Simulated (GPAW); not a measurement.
**BaTiO3 in GPAW: convergence with response cutoff (eV)**

Input of the first run (response cutoff (eV) 10); the others differ in this setting and in those tied to it:

File run.py:

```python
import numpy as np
from ase import Atoms
from ase.dft.bandgap import bandgap
from ase.io import write
from gpaw import GPAW, PW
from gpaw.response.df import DielectricFunction

atoms = Atoms(['Ba', 'Ti', 'O', 'O', 'O'],
              cell=[[3.9998, 0.0, 0.0],
                    [0.0, 3.9998, 0.0],
                    [0.0, 0.0, 4.018]],
              scaled_positions=[[0.0, 0.0, 0.0],
                                [0.5, 0.5, 0.49],
                                [0.0, 0.5, 0.517],
                                [0.5, 0.0, 0.517],
                                [0.5, 0.5, 0.019]],
              pbc=True)

calc = GPAW(mode=PW(600),
            xc='LDA',
            kpts={'size': (6, 6, 6), 'gamma': True},
            occupations={'name': 'fermi-dirac', 'width': 0.001},
            nbands=36,
            convergence={'density': 1e-06},
            maxiter=150,
            txt='gpaw.txt')
atoms.calc = calc
energy = atoms.get_potential_energy()
calc.write('gs.gpw')
write('result.traj', atoms)
print(f'Energy: {energy:.6f} eV')
print('Fermi level:', round(calc.get_fermi_level(), 4), 'eV')
print(f'Gap: {bandgap(calc)[0]:.4f} eV, direct: {bandgap(calc, direct=True)[0]:.4f} eV')

for size in [(7, 7, 7)]:
    name = 'x'.join(str(n) for n in size)
    dense = calc.fixed_density(kpts={'size': size, 'gamma': True},
                               nbands=86, convergence={'bands': 80, 'eigenstates': 1e-7},
                               update_fermi_level=True, txt=f'dense-{name}.txt')
    dense.write(f'{name}.gpw', mode='all')
    df = DielectricFunction(f'{name}.gpw', frequencies=np.array([0.0]), hilbert=False, eta=0.001,
                            ecut=10, nbands=80, intraband=False, txt=f'df-{name}.txt')
    for xc in ['RPA']:
        for direction in ['x', 'y', 'z', [0, 1, 1], [1, 0, 1], [1, 1, 0]]:
            e0, e = df.get_macroscopic_dielectric_constant(xc=xc, direction=direction)
            print(f'{name} {xc} {direction}: {e0:.4f} without, {e:.4f} with local fields')
```

Potentials or basis: the program's PAW data sets (release 1.2.1) made for this functional, pw.

The run is started by

```sh
$ OMP_NUM_THREADS=1 python run.py
```

Hardware: 1 thread of Arm Neoverse V2, on a shared host.

The values tried are 10, 20, 30, 50, 80, 120, 160, loosest first. From which on does the dielectric constant stay within 0.05 of the tightest run that finished?

From 120 on.

```
response cutoff (eV)  dielectric constant  SCF cycles  CPU time (s)  peak memory (GiB)
                  10                6.304          13           250               0.59
                  20                6.271          13           270               0.59
                  30                6.108          13           270               0.59
                  50                6.037          13           300               0.59
                  80                6.003          13           290               0.59
                 120                5.919          13           290                0.6
                 160                5.905          13           300               0.61
```

The tightest run that finished is the yardstick and may itself not be fully converged.

Caveat, for the tightest run too: the long-wavelength limit can be off by several per cent where d states take part; spin-orbit coupling is left out, which moves the levels of the heavy elements; an odd mesh through Γ misses points on the zone boundary, where band edges often lie.
